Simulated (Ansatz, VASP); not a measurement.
Two plane-wave programs on Ge

```
Ge
1.0
     0.00000    2.86582    2.86582
     2.86582    0.00000    2.86582
     2.86582    2.86582    0.00000
Ge
2
Cartesian
  2.8658 2.8658 2.8658
  4.2987 4.2987 4.2987
```

Alike in both runs: functional PBE; k mesh 12 × 12 × 12; occupations gaussian, width 0.1 eV; no spin polarisation.

Ansatz relaxed the structure, and its values are those at the end. VASP's run is a single point on that final structure, the one shown.

```csv
,VASP,Ansatz
version,VASP 6.6.1,Ansatz 0.2.0
potentials or method,"VASP PAW PBE potentials, release 64 (Ge_d)","scalar-relativistic, plane waves, PAW"
plane-wave cutoff (eV),520,420
valence electrons in the cell,28,28
```

|  | VASP | Ansatz | Ansatz less VASP |
| --- | --- | --- | --- |
| gap on the k mesh at the Fermi level (eV) | none | none | - |
| pressure (GPa) | 0.8 | 0.9 | +0.10 |

A gap of «none» marks a metal or a gap that the smearing closes.
